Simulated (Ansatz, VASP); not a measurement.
**PbF2 (Fluorocronite) in VASP and in Ansatz**

The input INCAR:

```
  PREC = Accurate
  ENCUT = 520
  EDIFF = 1E-6
  ISMEAR = 0
  SIGMA = 0.01
  LREAL = F
  LASPH = T
  NELM = 60
  ALGO = Normal
  ISIF = 2
  LWAVE = F
  LCHARG = T
  GGA = PE
  LELF = T
  LVHAR = T
  NBANDS = 21
```

KPOINTS

```
regular mesh
0
Gamma
  8 8 8
```

Contents of POSCAR:

```
PbF2
1.0
    0.0000000000      2.9458082862      2.9458082862
    2.9458082862      0.0000000000      2.9458082862
    2.9458082862      2.9458082862      0.0000000000
Pb F
1 2
Direct
    0.0000000000      0.0000000000      0.0000000000
    0.2500000000      0.2500000000      0.2500000000
    0.7500000000      0.7500000000      0.7500000000
```

Input for Ansatz:

```yaml
crystal:
  lattice:
    - [0.0, 2.9458082862, 2.9458082862]
    - [2.9458082862, 0.0, 2.9458082862]
    - [2.9458082862, 2.9458082862, 0.0]
  atoms:
    - { symbol: Pb, position: [0.0, 0.0, 0.0] }
    - { symbol: F, position: [0.25, 0.25, 0.25] }
    - { symbol: F, position: [0.75, 0.75, 0.75] }
kpoints:
  mp_grid: { grid: [8, 8, 8] }
  band_path:
    path:
      - [0.0, 0.0, 0.0]
      - [0.5, 0.0, 0.5]
      - [0.625, 0.25, 0.625]
      - [0.375, 0.375, 0.75]
      - [0.5, 0.5, 0.5]
      - [0.5, 0.25, 0.75]
      - [0.25, -0.5, -0.25]
      - [0.0, 0.5, 0.5]
    npoints: 1
hamiltonian:
  xc: pbe
scf:
  occupations: { method: fixed }
  n_extra_bands: 4
output:
  forces: true
  stress: true
  eigenvalues: true
```

Alike in both runs: task single point; functional PBE; k mesh 8 × 8 × 8; no spin polarisation.

```csv
,VASP,Ansatz
version,VASP 6.6.1,Ansatz 0.2.0
potentials or method,"VASP PAW PBE potentials, release 64 (Pb_d, F)","plane waves, PAW"
plane-wave cutoff (eV),520,420
occupations,"gaussian, width 0.01 eV",fixed
valence electrons in the cell,28,28
```

|  | VASP | Ansatz | Ansatz less VASP |
| --- | --- | --- | --- |
| gap on the k mesh at the Fermi level (eV) | 4.41 | 4.41 | +0.003 |
| pressure (GPa) | 4.0 | 4.2 | +0.20 |

Caveats: spin-orbit coupling is left out, which as a rule narrows the gap of such compounds by several tenths of an eV. A hybrid or GW would open this gap; PBE tends to underestimate it. A k mesh can miss the band edges.
